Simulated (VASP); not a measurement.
Here is a VASP 6.6.1 calculation.

File POSCAR:

```
HC4
1.0
    5.0350011261      0.0000000000      0.0000000000
    0.0000000000      2.5175005631      0.0000000000
    0.0000000000      0.0000000000     19.7329018234
C H
16 4
Direct
    0.5000000000      0.5000000000      0.2357689632
    0.0000000000      0.5000000000      0.2357689632
    0.5000000000      0.0000000000      0.2808748918
    0.0000000000      0.0000000000      0.2808748918
    0.7500000000      0.0000000000      0.3259808203
    0.2500000000      0.0000000000      0.3259808203
    0.7500000000      0.5000000000      0.3710867489
    0.2500000000      0.5000000000      0.3710867489
    0.0000000000      0.5000000000      0.4201068857
    0.5000000000      0.5000000000      0.4129474026
    0.0000000000      0.0000000000      0.4680965217
    0.5000000000      0.0000000000      0.4552097770
    0.2684565636      0.0000000000      0.5088687677
    0.7315434364      0.0000000000      0.5088687677
    0.3635160741      0.5000000000      0.5432241188
    0.6364839259      0.5000000000      0.5432241188
    0.6429144453      0.5000000000      0.1982508924
    0.3570855547      0.5000000000      0.1982508924
    0.1423584706      0.5000000000      0.1980631397
   -0.1423584706      0.5000000000      0.1980631397
```

INCAR.step1

```
SYSTEM = HC4
PREC     = Accurate       ! precision mode
ENCUT    = 520            ! plane-wave cutoff, eV
ISMEAR   = 0              ! smearing method
SIGMA    = 0.05           ! smearing width, eV
LREAL    = Auto         
LASPH    = .TRUE.         ! aspherical terms in the spheres
NELM     = 100            ! most SCF steps
LDIPOL   = .TRUE.       
IDIPOL   = 3            
DIPOL    = 0.5 0.5 0.354
NBANDS   = 50             ! bands
GGA      = PE             ! functional
ALGO     = Normal         ! electronic algorithm
EDIFF    = 1E-4           ! SCF threshold, eV
LWAVE    = .TRUE.         ! write WAVECAR
LCHARG   = .FALSE.        ! write CHGCAR
```

Contents of INCAR.step2:

```
SYSTEM = HC4
PREC     = Accurate       ! precision mode
ENCUT    = 520            ! plane-wave cutoff, eV
EDIFF    = 1E-6           ! SCF threshold, eV
ISMEAR   = 0              ! smearing method
SIGMA    = 0.05           ! smearing width, eV
LREAL    = Auto         
LASPH    = .TRUE.         ! aspherical terms in the spheres
NELM     = 100            ! most SCF steps
ALGO     = Normal         ! electronic algorithm
ISIF     = 2              ! what is computed and relaxed
LWAVE    = .FALSE.        ! write WAVECAR
LCHARG   = .TRUE.         ! write CHGCAR
LDIPOL   = .TRUE.       
IDIPOL   = 3            
DIPOL    = 0.5 0.5 0.354
METAGGA  = R2SCAN         ! meta-GGA
LMIXTAU  = .TRUE.       
LELF     = .TRUE.         ! ELF
LVHAR    = .TRUE.       
LVACPOTAV= .TRUE.       
NBANDS   = 50             ! bands
ISTART   = 1
```

KPOINTS

```
regular mesh
0
G
  5 10 1
  0 0 0
```

Potentials or basis: VASP PAW PBE potentials, release 64 (C, H).

Command:

```sh
$ cat potpaw_PBE.64/C/POTCAR potpaw_PBE.64/H/POTCAR > POTCAR
$ cp INCAR.step1 INCAR
$ mpirun -np 1 vasp_std > vasp.out
$ cp INCAR.step2 INCAR
$ mpirun -np 1 vasp_std > vasp.out
```

Question: Estimate the largest force.

Answer: 1.905 eV/Å.

Question: Estimate the band gap on the k mesh.

Answer: 1.51 eV, indirect (least direct gap 1.87 eV).

Question: Estimate the ionisation potential of the upper face.

Answer: 5.87 eV.

Forces in eV/Å, atoms in the order of the input:
```
C    0.000  0.000  1.905
C    0.000  0.000  1.802
C    0.000  0.000 -1.601
C    0.000  0.000 -1.745
C    0.666  0.000 -0.056
C   -0.666  0.000 -0.056
C    0.706  0.000 -0.072
C   -0.706  0.000 -0.072
C    0.000  0.000 -0.021
C    0.000  0.000  0.009
C    0.000  0.000  0.030
C    0.000  0.000 -0.021
C   -0.058  0.000  0.000
C    0.058  0.000  0.000
C   -0.076  0.000  0.056
C    0.076  0.000  0.056
H    0.057  0.000 -0.051
H   -0.057  0.000 -0.051
H    0.057  0.000 -0.057
H   -0.057  0.000 -0.057
```

Caveat: the PAW data sets were made with another functional, which shifts forces and pressure a little. r2SCAN opens gaps a little over a GGA but as a rule still falls short of measured ones.
